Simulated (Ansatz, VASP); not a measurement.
**Al in VASP and in Ansatz**

```xyz
2
Lattice="2.8038 0.0000 0.0000 -1.4019 2.4282 0.0000 0.0000 0.0000 4.6764" Properties=species:S:1:pos:R:3 pbc="T T T"
Al    1.4019    0.8094    3.5073
Al    0.0000    1.6188    1.1691
```

Alike in both runs: task relaxation of cell and atoms; functional PBE; dispersion D3(BJ); k mesh 18 × 18 × 10; occupations fermi-dirac, width 0.15 eV; no spin polarisation.

|  | VASP | Ansatz |
| --- | --- | --- |
| version | VASP 6.6.1 | Ansatz 0.2.0 |
| potentials or method | VASP PAW PBE potentials, release 64 (Al) | scalar-relativistic, plane waves, PAW |
| plane-wave cutoff (eV) | 600 | 420 |
| valence electrons in the cell | 6 | 6 |

|  | VASP | Ansatz | Ansatz less VASP |
| --- | --- | --- | --- |
| gap on the k mesh at the Fermi level, each at its own relaxed structure (eV) | none | none | - |
| relaxed volume (Å³/atom) | 15.93 | 15.93 | +0.006 |
| relaxed cell length with the largest relative difference (Å) | 2.816 | 2.817 | +0.0005 |

A gap of «none» marks a metal or a gap that the smearing closes.

Caveats: pairwise dispersion overbinds metals, which lowers pressure and volume.
